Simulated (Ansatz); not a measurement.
Runs of Ansatz 0.2.0 on Hf. The structure is cubic, space group Fm-3m (No. 225). The conventional cell has a = 4.440 Å, b = 4.440 Å, c = 4.440 Å, α = 90.00°, β = 90.00°, γ = 90.00°. Around Hf (site symmetry m-3m) lie 12 Hf at 3.14 Å. This isn't the form of Hf at room conditions, which is hcp.

```csv
task,level,potentials or basis,spin,cell,k mesh,cutoff (eV),smearing,other keys,gap on the mesh (eV),pressure (GPa)
single point,PBE,Ansatz PAW,off,as given,10 × 10 × 10,420,fermi-dirac 0.05 eV,-,none,3.1
relaxation of cell and atoms,r2SCAN+rVV10,Ansatz PAW,"collinear, ferromagnetic start",relaxed,10 × 10 × 10,500,fermi-dirac 0.01 eV,scf.n_extra_bands = 32,none,0.0
density of states,BLYP+D3(BJ)-ATM,JTH PAW LDA,off,as given,10 × 10 × 10,1230,methfessel-paxton 0.1 eV,-,none,(a)
ladder of functionals,exchange-only PBE,Ansatz PAW,off,cell strained at random at fixed volume,8 × 8 × 8,420,fermi-dirac 0.01 eV,-,none,15.9
```

Task: Estimate the missing entries.

Result: (a) -2.1.

Caveats: pairwise dispersion overbinds metals, which lowers pressure and volume (some runs); the PAW data sets come from PBE, with cores solved anew for the run's functional, which leaves a small shift of forces and pressure (some runs); the magnetic or orbital state may not be the lowest (some runs); the plane-wave basis is chosen anew once the cell has moved, so the energies of steps on either side of that aren't comparable (some runs); the starting moments weren't kept (some runs); the potentials were made for another functional, which shifts forces and pressure (some runs).

A k mesh can miss the band edges, and the runs leave out spin-orbit coupling on Hf.

A gap of «none» marks a metal or a gap under the smearing width.

The runs don't all hold the same shells in valence.
